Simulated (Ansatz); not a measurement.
# Phases of PbS at 68 GPa

Structure types of PbS are relaxed in primitive cells with their symmetry kept at 68 GPa, on PAW files; LAPW relaxes the small cells further and takes the PAW cell for the others (marked *). The enthalpy is E + pV at zero temperature, without zero-point motion. Only the types listed were tried, and differences under about 5 meV/atom are mesh noise. The real phase may be another.

Computed with Ansatz 0.2.0; functional PBE, scalar-relativistic. Settings: Fermi–Dirac smearing of 0.05 eV, no spin polarisation. Methods: LAPW: all electrons, basis error target 0.5 meV/atom; PAW: frozen-core files, cutoff 420 eV.

k meshes: rocksalt 14×14×14, CsCl 14×14×14, zincblende 13×13×13, wurtzite 10×10×5, NiAs 10×10×6.

Spin–orbit coupling is left out, which matters for the heavy atoms.

```tsv
start type	ends as	a, b, c (Å)	V (Å³/atom)	H − H(lowest), LAPW (meV/atom)
rocksalt	rocksalt, Fm-3m	5.121, 5.121, 5.121	16.79	?
CsCl	CsCl, Pm-3m	3.131, 3.131, 3.131	15.35	0.0
zincblende	zincblende, F-43m	5.425, 5.425, 5.425	19.96	?
wurtzite*	flat h-MgO, P6_3/mmc	4.169, 4.169, 5.052	19.01	2006.5
NiAs*	distorted NiAs, P6_3/mmc	3.157, 3.157, 7.406	15.99	385.2
```

Question: Fill in "H − H(lowest), LAPW (meV/atom)" for the row "zincblende".

Answer: 2813.0.

Question: What belongs in the row "rocksalt", column "H − H(lowest), LAPW (meV/atom)"?

Answer: 549.0.

Question: Split the lead of CsCl over distorted NiAs into energy and pV.

Answer: For distorted NiAs less CsCl: ΔE = +113.5 meV/atom, and p·ΔV = 68 GPa × +0.6404 Å³ × 6.242 meV/(GPa·Å³) = +271.8 meV/atom, together 385.3 meV/atom. CsCl wins on both counts.
